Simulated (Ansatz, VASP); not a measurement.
SnSe: VASP beside Ansatz

```
Sn Se
1.0
    -0.02243    3.34156    3.34156
     3.34156   -0.02243    3.34156
     3.34156    3.34156   -0.02243
Sn Se
1 1
Direct
  0.99924 0.99924 0.99924
  0.25076 0.25076 0.25076
```

Change from the starting cell: shear_111 strain -1.0%.

Alike in both runs: task single point; functional r2SCAN; k mesh 6 × 6 × 6; occupations fermi-dirac, width 0.02 eV; no spin polarisation.

|  | VASP | Ansatz |
| --- | --- | --- |
| version | VASP 6.6.1 | Ansatz 0.2.0 |
| potentials or method | VASP PAW PBE potentials, release 64 (Sn_d, Se) | plane waves, PAW |
| plane-wave cutoff (eV) | 520 | 500 |
| valence electrons in the cell | 20 | 30 |

```csv
,VASP,Ansatz,Ansatz less VASP
pressure (GPa),0.3,0.3,0.00
largest component of the traceless stress (GPa),0.11,0.11,+0.002
```

The two sets of potentials don't hold the same shells in valence.

Caveats: the PAW data sets were made with another functional, which shifts forces and pressure a little (VASP). A k mesh can miss the band edges.
